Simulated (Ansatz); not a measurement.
Input, command and steps of an Ansatz relaxation.

```yaml
crystal:
  lattice:
    - [-1.9603824818, 1.9603824818, 4.3959636129]
    - [1.9603824818, -1.9603824818, 4.3959636129]
    - [1.9603824818, 1.9603824818, -4.3959636129]
  atoms:
    - { symbol: Ti, position: [0.0, 0.0, 0.0] }
    - { symbol: Al, position: [0.5, 0.5, 0.0] }
    - { symbol: Al, position: [0.75, 0.25, 0.5] }
    - { symbol: Al, position: [0.25, 0.75, 0.5] }
basis:
  ecutwfc: 420
kpoints:
  mp_grid: { grid: [16, 16, 16] }
hamiltonian:
  xc: pbe
scf:
  occupations: { method: gaussian, width: 0.1 }
output:
  forces: true
  stress: true
  eigenvalues: true
relax:
  adjacent_minimum: "off"
  f_tol: 0.01
  max_steps: 30
  cell: { stress_tol: 0.1, fix: [volume] }
```

```bash
ansatz run input.yaml --threads 1 --pin off --max-ram 2560MiB --backend cpu --events-out ev --progress --plain --runs-dir out
```

These are results of DFT PBE, scalar-relativistic, plane waves, PAW in Ansatz, not measurements.

The volume is held at 1.06 times that of the relaxed cell.

Of 4 frames 3 are shown, positions in Å and forces in eV/Å; the SCF threshold varies from step to step. Steps run on the plane waves of an earlier cell, with a Pulay correction in the pressure. The basis is chosen afresh for the last frame, the zero of the energies, and at times for earlier ones too; energy and pressure step there, also at an unchanged geometry.

```xyz
4
Lattice="-1.9604 1.9604 4.3960 1.9604 -1.9604 4.3960 1.9604 1.9604 -4.3960" Properties=species:S:1:pos:R:3:forces:R:3 pbc="T T T" step=1 free_energy_over_end_meV_per_atom=0.02 pressure_GPa=-5.48
Ti    0.0000    0.0000    0.0000    0.0000    0.0000    0.0000
Al    0.0000    0.0000    4.3960    0.0000    0.0000    0.0000
Al    0.0000    1.9604    2.1980    0.0000    0.0000    0.0000
Al    1.9604    0.0000    2.1980    0.0000    0.0000    0.0000
4
Lattice="-1.9584 1.9584 4.4051 1.9584 -1.9584 4.4051 1.9584 1.9584 -4.4051" Properties=species:S:1:pos:R:3:forces:R:3 pbc="T T T" step=2 free_energy_over_end_meV_per_atom=0.01 pressure_GPa=-5.46
Ti    0.0000    0.0000    0.0000    0.0000    0.0000    0.0000
Al    0.0000    0.0000    4.4051    0.0000    0.0000    0.0000
Al    0.0000    1.9584    2.2025    0.0000    0.0000    0.0000
Al    1.9584    0.0000    2.2025    0.0000    0.0000    0.0000
4
Lattice="-1.9591 1.9591 4.4016 1.9591 -1.9591 4.4016 1.9591 1.9591 -4.4016" Properties=species:S:1:pos:R:3:forces:R:3 pbc="T T T" step=4 free_energy_over_end_meV_per_atom=0.00 pressure_GPa=-5.47
Ti    0.0000    0.0000    0.0000    0.0000    0.0000    0.0000
Al    0.0000    0.0000    4.4016    0.0000    0.0000    0.0000
Al    0.0000    1.9591    2.2008    0.0000    0.0000    0.0000
Al    1.9591    0.0000    2.2008    0.0000    0.0000    0.0000
```

The run took 82 s on 1 thread of Arm Neoverse V2 (shared host), peak memory 0.61 GiB.